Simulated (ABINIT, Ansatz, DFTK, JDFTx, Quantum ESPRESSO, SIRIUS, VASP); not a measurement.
## W: programs and potentials compared

```
W
1.0
    -1.58234    1.58234    1.58234
     1.58234   -1.58234    1.58234
     1.58234    1.58234   -1.58234
W
1
Direct
  0.00000 0.00000 0.00000
```

Alike in all runs: task single point; functional PBEsol; k mesh 12 × 12 × 12; occupations fermi-dirac, width 0.05 eV; no spin polarisation; no spin-orbit coupling. Pressure is positive in compression and, in plane waves, holds the error of the finite cutoff, which Ansatz's Pulay term estimates and takes out.

```csv
program and potentials,plane-wave cutoff (eV),notes,band gap (eV),pressure (GPa)
"Ansatz, Ansatz PAW",420,"potentials made for PBE, which Ansatz adapts in part; Pulay term of +0.06 GPa included",no gap,-3.01
"Quantum ESPRESSO, GBRV 1.5 PBEsol",762,-,no gap,-2.70
"DFTK, PseudoDojo SR PBEsol 0.4.1 standard (PBEsol)",1007,-,no gap,-2.81
"ABINIT, PseudoDojo NC SR PBEsol v0.4.1 standard",1007,-,no gap,-2.81
"SIRIUS, PseudoDojo 0.4.1 PBEsol standard (scalar relativistic)",1030,-,no gap,-2.81
"JDFTx, PseudoDojo-SR-PBEsol-0.4.1-standard with smoothed tails",1007,-,no gap,-2.81
"Ansatz, all-electron LAPW, scalar-relativistic",-,-,no gap,-2.95
"VASP, PBE PAW files W_sv, 520 eV",520,potentials made for PBE,no gap,-2.37
```

None finds a gap. The pressure spans -3.01 (Ansatz, Ansatz PAW) to -2.37 GPa (VASP, PBE PAW files W_sv, 520 eV), with all-electron results at -2.95.

Differences between rows come from potentials, basis sets and numerical settings, since the functional is the same but for its coding. Runs on potential files found faulty are left out.
